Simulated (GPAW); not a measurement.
Crystal: W.

```
CELL_PARAMETERS angstrom
-1.58234 1.58234 1.58234
1.58234 -1.58234 1.58234
1.58234 1.58234 -1.58234
ATOMIC_POSITIONS crystal
W 0.00000 0.00000 0.00000
```

Base run:

- Program: GPAW 26.7.0
- Functional: PBE
- Potentials or basis: GPAW PAW data sets (gpaw-data 1.2.1)
- Cutoff: 600 eV
- Basis: pw
- k mesh: 12 × 12 × 12
- Occupations: fermi-dirac, width 0.05 eV
- Spin: no spin polarisation
- Hubbard terms: W d U = 3 eV

Its results: pressure 10.5 GPa.

Question: After a change of settings the same cell gave: pressure 22.6 GPa. Which change was it?
A. hubbard terms from W d U = 3 eV to none; band points from 80 to 60
B. hubbard terms from W d U = 3 eV to W d U = 7 eV
C. functional from PBE to r2SCAN; hubbard terms from W d U = 3 eV to none
D. occupations from fermi-dirac, width 0.05 eV to gaussian, width 0.027 eV; hubbard terms from W d U = 3 eV to none

Answer: B.

Caveats: U without spin polarisation on a metal has little footing; the U is typed as a test and isn't derived for this compound.

Not every run made on this cell is shown here.
